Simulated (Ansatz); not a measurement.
## Property card for Ag

Method: DFT r2SCAN, scalar-relativistic, plane waves, PAW in Ansatz 0.2.0.

Settings: cutoff 500 eV, Γ-centred mesh 18×18×18 on the computed 1-atom cell, Gaussian smearing of 0.10 eV; no spin polarisation.

The structure is relaxed at this level of theory with its symmetry kept.

```cif
data_structure
_symmetry_space_group_name_H-M 'Fm-3m'
_symmetry_Int_Tables_number 225
_cell_length_a 4.1042
_cell_length_b 4.1042
_cell_length_c 4.1042
_cell_angle_alpha 90.000
_cell_angle_beta 90.000
_cell_angle_gamma 90.000
_cell_volume 69.13
loop_
_atom_site_label
_atom_site_type_symbol
_atom_site_symmetry_multiplicity
_atom_site_Wyckoff_symbol
_atom_site_fract_x
_atom_site_fract_y
_atom_site_fract_z
_atom_site_occupancy
Ag1 Ag 4 a 0.00000 0.00000 0.00000 1
```

```json
{"Space group": "Fm-3m (No. 225)", "Volume per atom": "116.6 bohr³", "Formation energy from the elements' standard states (uncorrected)": "-0.001 eV/atom", "Generalised Kohn–Sham band gap": "none (metal)", "Density of states at the Fermi level": "0.26 states/eV per cell", "Bulk modulus": "104 GPa", "Its pressure derivative": "6.0", "Bader charges (e)": "Ag (1 in the cell) 0.00"}
```